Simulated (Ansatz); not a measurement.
**NaH: a line through an energy map**

An exercise on one series of results from a longer session: the logs are not shown, and one member is left open.

Computed with Ansatz 0.2.0 (DFT r2SCAN, scalar-relativistic, plane waves, PAW, unless a step's input says otherwise).

40 further runs of the same task are left out: 40 set aside as unsound or not needed.

### The system as given

Symmetry: Fm-3m, No. 225, cubic system. Conventional cell: a = 4.794 Å, b = 4.794 Å, c = 4.794 Å, α = 90.00°, β = 90.00°, γ = 90.00°. Na (site symmetry m-3m) has 6 H at 2.40 Å as nearest neighbours. H (site symmetry m-3m) is surrounded by 6 Na at 2.40 Å.

Coordinates:

```cif
data_structure
_symmetry_space_group_name_H-M 'P 1'
_symmetry_Int_Tables_number 1
_cell_length_a 3.3899
_cell_length_b 3.3899
_cell_length_c 3.3899
_cell_angle_alpha 60.000
_cell_angle_beta 60.000
_cell_angle_gamma 60.000
_cell_volume 27.55
loop_
_atom_site_label
_atom_site_type_symbol
_atom_site_fract_x
_atom_site_fract_y
_atom_site_fract_z
_atom_site_occupancy
Na1 Na 0.00000 0.00000 0.00000 1
H1 H 0.50000 0.50000 0.50000 1
```

It is the result of an earlier relaxation at this level (volume 13.77 Å³/atom; gap on the mesh: 4.40 eV).

### What is varied

The energy is mapped over volume and the cell's shape.

- volume per atom: 9 values from 12.12 to 15.43 Å³
- c/a of the conventional cell: 9 values from 0.923 to 1.083

Nothing else is relaxed (symmetry fixes all fractional coordinates). Energies count from the relaxed crystal. Points are written as (first, second).

Set-up of the first run:

The input, input.yaml:

```yaml
crystal:
  lattice:
    - [0.0, 2.3698973206, 2.2314953171]
    - [2.3698973206, 0.0, 2.2314953171]
    - [2.3698973206, 2.3698973206, 0.0]
  atoms:
    - { symbol: Na, position: [0.0, 0.0, 0.0] }
    - { symbol: H, position: [0.5, 0.5, 0.5] }
basis:
  ecutwfc: 520.0
kpoints:
  mp_grid: { grid: [10, 10, 10] }
hamiltonian:
  xc: r2scan
scf:
  occupations: { method: fermi_dirac, width: 0.2 }
output:
  forces: true
  stress: true
  eigenvalues: true
```

The run is started by

```sh
ansatz run input.yaml --threads 1 --pin off --max-ram 2048MiB --backend cpu --events-out ev --progress --plain --runs-dir out
```

Among the steps run: Point (12.53 Å³, 0.942); Grid point (12.95 Å³, 0.942); The run at (13.36 Å³, 0.942); The run at (13.77 Å³, 0.942); The run at (14.19 Å³, 0.942); Point (15.01 Å³, 0.942); Point (15.43 Å³, 0.942).

One table of the session follows, with a row left open; its other results are not shown here.

| volume per atom (Å³) | energy (meV/atom) | slope (meV/atom per Å³) | pressure (GPa) | band gap on the k-mesh (eV) |
| --- | --- | --- | --- | --- |
| 12.12 | 24.4 | −26.1 | 4.2 | 4.61 |
| 12.53 | 15.3 | −18.4 | 3.0 | 4.54 |
| 12.95 | 9.1 | −11.8 | 1.9 | 4.48 |
| 13.36 | 5.4 | −6.0 | 1.0 | 4.42 |
| 13.77 | 4.0 | −1.0 | 0.2 | 4.37 |
| 14.19 | 4.5 | 3.3 | −0.5 | 4.31 |
| 14.60 | ? | ? | ? | ? |
| 15.01 | 10.3 | 10.3 | −1.7 | 4.21 |
| 15.43 | 15.1 | 13.2 | −2.1 | 4.17 |

Estimate the missing values for volume per atom (Å³) = 14.60.

Worked estimate for «energy (meV/atom)». A straight line through the neighbours (14.19, 4.5) and (15.01, 10.3) gives 4.5 + (10.3 − 4.5) × (14.60 − 14.19) / (15.01 − 14.19) = 7.4; a parabola fitted to 4 rows on both sides gives 6.7.

The run gave: energy (meV/atom): 6.7; slope (meV/atom per Å³): 7.1; pressure (GPa): −1.1; band gap on the k-mesh (eV): 4.26. In «energy (meV/atom)» the line misses by +0.7 and the parabola by 0.0.

Energies count from the relaxed crystal. Rows without a step come from runs not printed here or follow by symmetry. Slopes come from the forces (and the stress, where the cell changes), not from differences of energies.

What this shows: Along the line the energy is lowest at 13.77 Å³, 4.0 meV/atom from the zero. A fit to energies and slopes at the lowest point and its two neighbours puts the minimum at 13.866 Å³, with a curvature of about 11 meV/atom per (Å³)². V·d²E/dV² there is about 24 GPa, a bulk modulus under this line's constraint. The highest point computed, at 12.12 Å³, lies 20.4 meV/atom above the lowest. This is one cut through a surface in two coordinates; the map's lowest point lies off it.

Caveats from the session: These are semilocal Kohn-Sham gaps, which aren't the measured quantity.
